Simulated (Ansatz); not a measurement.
Input and command of a plane-wave DFT calculation in Ansatz:

```yaml
crystal:
  lattice:
    - [0.0529171655, 3.9973273993, 4.290160336]
    - [2.4116476635, 0.0228694021, 4.2977297097]
    - [2.3629294666, 3.976933779, 0.0468751789]
  atoms:
    - { symbol: Al, position: [0.089026555, 0.4259200438, 0.0860103818] }
    - { symbol: Al, position: [0.447832114, 0.0624033042, 0.3702542786] }
    - { symbol: Al, position: [0.1895570851, 0.8171346838, 0.1546400665] }
    - { symbol: Al, position: [0.7781889778, 0.1697987011, 0.8929503318] }
    - { symbol: Ru, position: [0.7401826596, 0.7465081934, 0.7642399612] }
    - { symbol: Ru, position: [0.5098601743, 0.4707150283, 0.4832243085] }
basis:
  ecutwfc: 420
kpoints:
  mp_grid: { grid: [6, 6, 6] }
hamiltonian:
  xc: pbesol
scf:
  occupations: { method: gaussian, width: 0.01 }
output:
  forces: true
  stress: true
  eigenvalues: true
```

```bash
ansatz run input.yaml --threads 1 --pin off --max-ram 2560MiB --backend cpu --events-out ev --progress --plain --runs-dir out
```

Processor: Intel(R) Xeon(R) Processor @ 2.50GHz (Skylake/Cascade Lake), 1 thread, on a host shared with other jobs.

**Question.** Estimate time, memory and problem size.

**Answer.** About 44 s on 1 thread of Intel(R) Xeon(R) Processor @ 2.50GHz (Skylake/Cascade Lake), with other jobs on the host, peak memory 0.48 GiB. It solves 28 bands at 112 k points (the mesh reduced by symmetry) with about 1573 plane waves, in 6 SCF iterations.
